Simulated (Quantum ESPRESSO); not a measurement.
The system is Ag.

```
CELL_PARAMETERS angstrom
2.93000 0.00000 0.00000
-1.46500 2.53745 0.00000
0.00000 0.00000 4.79000
ATOMIC_POSITIONS crystal
Ag 0.66667 0.33333 0.75000
Ag 0.33333 0.66667 0.25000
```

This isn't the form of Ag at room conditions, which is fcc.

```yaml
Program: Quantum ESPRESSO 7.5
Task: phonons
Functional: PBEsol
Potentials_or_basis: GBRV 1.5 PBEsol
Cutoff: 762 eV
Density_cutoff: 6095 eV
k_mesh: 10 × 10 × 6
Occupations: cold, width 0.136 eV
Spin: no spin polarisation
Mixing_beta: 0.5
Most_SCF_iterations: 120
SCF_threshold: 4e-10 Ry
```

The cell and the atoms were relaxed first, to 16.61 Å³/atom (a = 2.868 Å, b = 2.868 Å, c = 4.665 Å, α = 90.00°, β = 90.00°, γ = 120.00°), and the response was taken there.

Q: Which optical modes does the crystal have at the zone centre, and which show in infrared and Raman spectra?

A: The optical modes are E2g + B1g. None is infrared active. Raman active: E2g.

Optical modes at Γ, degenerate ones joined:
| cm⁻¹ | components | symmetry | active in |
| --- | --- | --- | --- |
| 73 | 2 | E2g | Raman |
| 184 | 1 | B1g | silent |

Caveat: the mesh is thin for the phonons of a metal.
